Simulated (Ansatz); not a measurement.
# Te in Ansatz: the effect of target pressure

The system is Te.

```xyz
3
Lattice="4.4540 0.0000 0.0000 -2.2270 3.8573 0.0000 0.0000 0.0000 5.9240" Properties=species:S:1:pos:R:3 pbc="T T T"
Te    1.6279    2.8197    0.0000
Te   -0.5991    1.0376    3.9493
Te    1.1981    0.0000    1.9747
```

Alike in all runs:

* Program: Ansatz 0.2.0
* Task: relaxation of cell and atoms
* Functional: PBEsol
* Potentials or basis: Ansatz PAW
* Cutoff: 420 eV (not typed: the program's choice for these potentials)
* k mesh: 7 × 7 × 5
* Occupations: fermi-dirac, width 0.05 eV
* Spin: no spin polarisation

Each run relaxes the cell or the atoms first.

| target pressure | relaxed volume (Å³/atom) | gap on the mesh (eV) |
| --- | --- | --- |
| 0 GPa | 32.09 | 0.46 |
| 2 GPa | 30.51 | 0.45 |
| 5 GPa | 28.83 | 0.31 |
| 10 GPa | 25.39 | none |
| 20 GPa | ? | ? |
| 30 GPa | 21.68 | none |

Task: What does the run with target pressure 20 GPa give?

Result: Relaxed volume 23.12 Å³/atom; gap on the mesh none.

Worked out: A parabola through the other rows of the relaxed volume, of slope -0.196 Å³/atom per GPa there, gives 22.08 Å³/atom, against the run's 23.12. The fit is too stiff a form for this range.

Caveats: the plane-wave basis is chosen anew once the cell has moved, so the energies of steps on either side of that aren't comparable; the PAW data sets come from PBE, with cores solved anew for the run's functional, which leaves a small shift of forces and pressure; the volume moved by over 15 % at a fixed basis, so the end points are rough (some runs); odd divisions of the mesh miss points on the zone boundary, where band edges often lie, so the gap on the mesh can be too wide (some runs); spin-orbit coupling is left out, which moves the levels of the heavy elements (some runs).

A k mesh can miss the band edges.

A gap of «none» marks a metal or a gap under the smearing width.
